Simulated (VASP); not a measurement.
Al, 1 atom in the cell. The structure is cubic, space group Fm-3m (No. 225). Conventional cell: a = 4.050 Å, b = 4.050 Å, c = 4.050 Å, α = 90.00°, β = 90.00°, γ = 90.00°. Al (site symmetry m-3m) has 12 Al at 2.86 Å as nearest neighbours. 

| Item | Value |
| --- | --- |
| Program | VASP 6.6.1 |
| Task | relaxation of cell and atoms |
| Functional | PBEsol |
| Potentials or basis | VASP PAW PBE potentials, release 64 (Al) |
| Cutoff | 600 eV |
| k mesh | 16 × 16 × 16 |
| Occupations | methfessel-paxton, width 0.1 eV |
| Spin | no spin polarisation |
| Further INCAR settings | ALGO = Normal; EDIFF = 1e-06; IBRION = 2; EDIFFG = -0.01; NSW = 90; ISIF = 3 |

Potentials or basis: VASP PAW PBE potentials, release 64 (Al).

Run with:

```console
$ cat potpaw_PBE.64/Al/POTCAR > POTCAR
$ mpirun -np 2 vasp_std > vasp.out
```

Hardware: 2 MPI ranks on Intel(R) Xeon(R) 6975P-C (Granite Rapids) (shared host).

Task: How long does it take, and how much memory?

Result: Wall time 5 s on 2 MPI ranks on Intel(R) Xeon(R) 6975P-C (Granite Rapids) (shared host), peak memory 0.13 GiB a rank. Counts: scf iterations 18, k points 145, ion steps 3.
